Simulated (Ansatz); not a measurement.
An Ansatz input and the part of its output that reports the observables at the nuclei.

The cell is a computed structure from the Materials Project (it need not be an observed phase), atoms as given.

```yaml
crystal:
  lattice:
    - [3.55174981, 0.0, 0.0]
    - [0.0, 11.60441711, 0.0]
    - [0.0, 0.0, 4.26335779]
  atoms:
    - { symbol: V, position: [0.0, 0.14829965, 0.88858704] }
    - { symbol: V, position: [0.5, 0.35170035, 0.11141296] }
    - { symbol: V, position: [0.5, 0.64829965, 0.11141296] }
    - { symbol: V, position: [0.0, 0.85170035, 0.88858704] }
    - { symbol: O, position: [0.0, 0.0, 0.99364297] }
    - { symbol: O, position: [0.0, 0.146684, 0.51399772] }
    - { symbol: O, position: [0.5, 0.18189999, 0.99415756] }
    - { symbol: O, position: [0.0, 0.31810001, 0.00584244] }
    - { symbol: O, position: [0.5, 0.353316, 0.48600228] }
    - { symbol: O, position: [0.5, 0.5, 0.00635703] }
    - { symbol: O, position: [0.5, 0.646684, 0.48600228] }
    - { symbol: O, position: [0.0, 0.68189999, 0.00584244] }
    - { symbol: O, position: [0.5, 0.81810001, 0.99415756] }
    - { symbol: O, position: [0.0, 0.853316, 0.51399772] }
kpoints:
  mp_grid: { grid: [6, 2, 5] }
scf:
  occupations: { method: fermi_dirac, width: 0.02 }
hamiltonian:
  xc: r2scan
  pseudopotentials: { kind: paw }
output:
  forces: true
  stress: true
  populations: true
  efg:
    quadrupole_moments_barn: { V: -0.052, O: -0.02558 }
    contact_densities: true
  write_density: true
  write_potential: true
  elf: true
  volumetric_format: npy
```

```sh
ansatz run input.yaml --threads 1 --pin off --max-ram 2560MiB --backend cpu --events-out ev --progress --plain --runs-dir out
```

Of the output, the block on the nuclei alone is shown; the set-up, the SCF iterations, energies, forces and stress are cut. One atom of each set with nearly equal values is shown.

```
--- PAW observables at the nuclei: V_zz in 10²¹ V/m², potentials from the cell's mean, atoms counted from 1 ---
  atom   1  V  V_zz =    +0.770996   η = 0.0924   by run symmetry: allowed   C_q = -0.9694 MHz
            electrostatic potential = -2684.273015 V   contact ρ = 65947.833108 e/Å³
  atom   5  O  V_zz =    -6.292078   η = 0.1002   by run symmetry: allowed   C_q = +3.8918 MHz
            electrostatic potential = -620.262805 V   contact ρ = 2153.696091 e/Å³
  atom   6  O  V_zz =    -0.672580   η = 0.9327   by run symmetry: allowed   C_q = +0.4160 MHz
            electrostatic potential = -620.211263 V   contact ρ = 2157.165987 e/Å³
  atom   7  O  V_zz =    -5.397244   η = 0.7449   by run symmetry: allowed   C_q = +3.3383 MHz
            electrostatic potential = -620.234478 V   contact ρ = 2152.394240 e/Å³
```

At this cell the principal stresses reach 6 GPa in size with r2SCAN, which can matter for small gradients. The largest force is 1.1 eV/Å, so the atoms aren't at the calculated equilibrium and relaxing them would move these values.
